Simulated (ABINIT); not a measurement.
Runs of ABINIT 10.8.3 (patched build) on NbAs. The structure is tetragonal, space group I4_1md (No. 109). The conventional cell has a = 3.452 Å, b = 3.452 Å, c = 11.680 Å, α = 90.00°, β = 90.00°, γ = 90.00°. Nb (site symmetry 2mm) has 6 As at 2.60 to 2.63 Å as nearest neighbours. As (site symmetry 2mm) has 6 Nb at 2.60 to 2.63 Å as nearest neighbours. 

```tsv
level	potentials or basis	k mesh	cutoff (eV)	fine-grid cutoff	mesh quality	gap on the mesh (eV)	pressure (GPa)	largest force (eV/Å)
PBEsol	JTH PAW PBE v2.0	4 × 4 × 4	435	870.764 eV	coarse	none	(a)	0.28
PBE	JTH PAW PBE v2.0	9 × 9 × 9	435	870.764 eV	not flagged	none	3.0	0.30
LDA	JTH PAW LDA v2.0	7 × 7 × 7	408	816.342 eV	coarse	none	-	0.28
LDA	JTH PAW LDA v2.0	9 × 9 × 9	408	816.342 eV	not flagged	none	-	0.27
LDA	JTH PAW LDA v2.0	4 × 4 × 4	408	816.342 eV	coarse	none	-	(b)
```

Alike in all rows: task single point; no spin polarisation; cell as given; smearing fermi-dirac 0.05 eV.

Question: Estimate the missing entries.

Answer: (a) -2.1; (b) 0.26.

Caveats: some runs use coarse meshes; the PAW data sets were made with another functional, which shifts forces and pressure a little (some runs).

A k mesh can miss the band edges, and the runs leave out spin-orbit coupling on As, Nb.

A gap of «none» marks a metal or a gap under the smearing width.
